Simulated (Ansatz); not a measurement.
The system is NiO.

```
Ni O
1.0
     0.00000    2.08590    2.08590
     2.08590    0.00000    2.08590
     2.08590    2.08590    0.00000
Ni O
1 1
Direct
  0.00000 0.00000 0.00000
  0.50000 0.50000 0.50000
```

Base run:

| Quantity | Value |
| --- | --- |
| Program | Ansatz 0.2.0 |
| Functional | PBEsol |
| Potentials or basis | Ansatz PAW |
| Cutoff | 420 eV (not typed: the program's choice for these potentials) |
| k mesh | 11 × 11 × 11 |
| Occupations | fermi-dirac, width 0.05 eV |
| Spin | collinear spin, ferromagnetic start |
| Starting moments | [1.0, 0.0] μB |
| Hubbard terms | Ni d U = 6 eV |

Its results: band gap on the k mesh 1.93 eV, indirect (least direct gap 2.63 eV); pressure 4.1 GPa; net moment 2.00 μB per cell; site moments Ni +1.71; O +0.22 μB.

Problem. After a change of settings the same cell gave: band gap on the k mesh 0.57 eV, indirect (least direct gap 1.43 eV); pressure 1.3 GPa; net moment 2.00 μB per cell; site moments Ni +1.64; O +0.29 μB. Which change was it?
A. hubbard terms from Ni d U = 6 eV to Ni d U = 4 eV
B. k mesh from 11 × 11 × 11 to 6 × 6 × 6; hubbard terms from Ni d U = 6 eV to none; hubbard projectors from ortho-atomic (the default) to none
C. hubbard terms from Ni d U = 6 eV to Ni d U = 3 eV
D. hubbard terms from Ni d U = 6 eV to none; hubbard projectors from ortho-atomic (the default) to none

Solution. C.

Caveats: the magnetic or orbital state may not be the lowest; odd divisions of the mesh miss points on the zone boundary, where band edges often lie, so the gap on the mesh can be too wide; a cell with one magnetic atom can't hold antiferromagnetic order, which such compounds often take; the PAW data sets come from PBE, with cores solved anew for the run's functional, which leaves a small shift of forces and pressure.

Runs at the PBE level aren't shown here.
